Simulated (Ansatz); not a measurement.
# PbS: response to strain

Aim: deform PbS (zz strain of +2 %) and compute stress, forces and field gradients with LAPW, PAW and all-electron datasets made for the crystal.

Computed with Ansatz 0.2.0 (DFT LDA, scalar-relativistic, unless a step's input says otherwise).

2 further runs of the same task are left out: 2 set aside as unsound or not needed.

## 1. The starting structure

Symmetry: Fm-3m, No. 225, cubic system. Conventional cell: a = 5.930 Å, b = 5.930 Å, c = 5.930 Å, α = 90.00°, β = 90.00°, γ = 90.00°. Pb (site symmetry m-3m) has 6 S at 2.96 to 2.97 Å as nearest neighbours. S (site symmetry m-3m) has 6 Pb at 2.96 to 2.97 Å as nearest neighbours.

Coordinates:

```
CELL_PARAMETERS angstrom
0.00000 2.96500 2.96500
2.96500 0.00000 2.96500
2.96500 2.96500 0.00000
ATOMIC_POSITIONS crystal
Pb 0.00000 0.00000 0.00000
S 0.50000 0.50000 0.50000
```

Atoms are numbered in the order of the input: Pb1, S2.

## 2. After the deformation

Space group Fm-3m before, I4/mmm after.

## 3. Full-potential LAPW

Contents of input.yaml:

```yaml
crystal:
  lattice:
    - [0.0, 2.965, 3.0243]
    - [2.965, 0.0, 3.0243]
    - [2.965, 2.965, 0.0]
  atoms:
    - { symbol: Pb, position: [0.0, 0.0, 0.0] }
    - { symbol: S, position: [0.5, 0.5, 0.5] }
kpoints:
  mp_grid: { grid: [8, 8, 8] }
  band_path:
    path:
      - [0.0, 0.0, 0.0]
      - [0.0, 0.5, 0.5]
      - [0.25, 0.75, 0.5]
      - [0.0, 0.5, 0.0]
      - [0.0, 0.0, 0.0]
      - [0.5, 0.5, 0.0]
      - [0.3701460977, 0.6298539023, 0.0]
      - [-0.3701460977, 0.3701460977, 0.0]
      - [0.0, 0.0, 0.0]
    npoints: 5
scf:
  occupations: { method: fermi_dirac, width: 0.01 }
hamiltonian:
  xc: lda
  pseudopotentials: { kind: all_electron, lapw: { basis_error: 0.0005 } }
output:
  forces: true
  stress: true
  eigenvalues: true
```

On the command line:

```bash
ansatz run input.yaml --threads 1 --pin off --max-ram 3072MiB --backend cpu --events-out ev --progress --plain --runs-dir out
```

## 4. PAW on the default files

Contents of input.yaml:

```yaml
crystal:
  lattice:
    - [0.0, 2.965, 3.0243]
    - [2.965, 0.0, 3.0243]
    - [2.965, 2.965, 0.0]
  atoms:
    - { symbol: Pb, position: [0.0, 0.0, 0.0] }
    - { symbol: S, position: [0.5, 0.5, 0.5] }
kpoints:
  mp_grid: { grid: [8, 8, 8] }
scf:
  occupations: { method: fermi_dirac, width: 0.01 }
hamiltonian:
  xc: lda
  pseudopotentials: { kind: paw }
output:
  forces: true
  stress: true
  eigenvalues: true
  efg: { contact_densities: true }
  write_density: true
  write_potential: true
  elf: true
  volumetric_format: npy
```

## 5. Datasets made for this crystal

input.yaml: that of step 4 with these lines changed.

```diff
@@ -14,3 +14,3 @@
   xc: lda
-  pseudopotentials: { kind: paw }
+  pseudopotentials: { kind: all_electron, datasets: crystal }
 output:
@@ -20,5 +20 @@
   efg: { contact_densities: true }
-  write_density: true
-  write_potential: true
-  elf: true
-  volumetric_format: npy
```

(Steps that only read results are left out.)

Before running it: what results should come out? Wanted: pressure; largest shear or deviatoric stress.

The runs gave:

| quantity | value |
| --- | --- |
| pressure | LAPW -3.50, PAW -3.51, crystal datasets -3.50 GPa |
| largest shear or deviatoric stress (LAPW) | 1.37 GPa |

What this shows: Against the undeformed cell the largest change of stress is -2.33 GPa, in the zz component, with the atoms carried along and not relaxed. PAW: stress within 0.01 GPa of LAPW. Crystal datasets: stress within 0.01 GPa of LAPW. Spin-orbit coupling is left out, though the cell holds Pb; in elements this heavy it can shift bands and gaps by tenths of an eV.
